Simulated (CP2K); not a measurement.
The system is InSe.

```
CELL_PARAMETERS angstrom
6.17806 0.00000 0.00000
4.81142 3.87539 0.00000
-1.62514 -0.57310 4.77135
ATOMIC_POSITIONS crystal
In 0.88820 0.88820 0.04684
In 0.11180 0.11180 0.95316
Se 0.66093 0.66093 0.66896
Se 0.33907 0.33907 0.33104
```

The cell comes from a database or a generator and needn't be the stable form of this composition.

Base run:

| Item | Value |
| --- | --- |
| Program | CP2K 2026.2 |
| Functional | TASK |
| Potentials or basis | POTENTIAL_UZH In GTH-SCAN-q13, Se GTH-SCAN-q6; TZVP-MOLOPT-SCAN-GTH basis |
| Density cutoff | 9184 eV |
| k mesh | 7 × 7 × 6 |
| Occupations | fermi-dirac, width 0.0259 eV |
| Spin | no spin polarisation |

Its results: band gap on the k mesh 1.55 eV, indirect (least direct gap 1.75 eV); pressure 2.3 GPa; largest force 0.310 eV/Å.

Q: The run is repeated on the same cell with these changes: functional from TASK to r2SCAN; eps_default from 1.0E-10 to 1.0E-9. What comes out?

A: Band gap on the k mesh 1.45 eV, indirect (least direct gap 1.56 eV); pressure -0.1 GPa; largest force 0.084 eV/Å.

Caveats: spin-orbit coupling is left out, which moves the levels of the heavy elements; the basis of atomic orbitals isn't converged, which shifts pressures, moduli and gaps; the potentials were made for another functional, which shifts forces and pressure (some runs).
